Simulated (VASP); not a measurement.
# Au: single point with PBE

The system is Au, a slab with vacuum.

```
CELL_PARAMETERS angstrom
2.94020 0.00000 0.00000
0.00000 2.94020 0.00000
0.00000 0.00000 18.15808
ATOMIC_POSITIONS crystal
Au 0.50000 0.50000 0.38550
Au 0.00000 0.00000 0.49876
Au 0.50000 0.50000 0.61201
```

The slab is cut from a database's or a generator's crystal, which needn't be the stable form of the element.

The cell isn't the ideal one: clean slab, lower half held.

- Program: VASP 6.6.1
- Task: single point
- Functional: PBE
- Potentials or basis: VASP PAW PBE potentials, release 64 (Au)
- Cutoff: 520 eV
- k mesh: 10 × 10 × 1
- Occupations: gaussian, width 0.1 eV
- Spin: no spin polarisation

| Property | Result |
| --- | --- |
| Largest force | 0.009 eV/Å |
| Band gap on the k mesh | none (metal or under the smearing width) |

Forces in eV/Å, atoms in the order of the input:
```
Au   0.000  0.000  0.009
Au   0.000  0.000  0.000
Au   0.000  0.000 -0.009
```

Levels at points of the mesh, in eV from the Fermi level:
| k point | band 15 | band 16 | band 17 | band 18 | band 19 | band 20 |
| --- | --- | --- | --- | --- | --- | --- |
| (0.00, 0.00, 0.00) | -1.88 | -1.83 | -1.83 | -0.92 | 1.55 | 4.72 |
| (0.50, 0.00, 0.00) | -1.95 | -0.10 | -0.01 | 0.35 | 1.92 | 3.02 |
| (0.50, 0.50, 0.00) | -1.28 | 2.63 | 2.63 | 4.95 | 4.99 | 5.45 |

It took 51 s on 1 thread of AMD EPYC 9R45 96-Core Processor (Zen 5), on a shared host, peak memory 0.25 GiB.

The run has no spin-orbit coupling, so splittings on Au are missing.
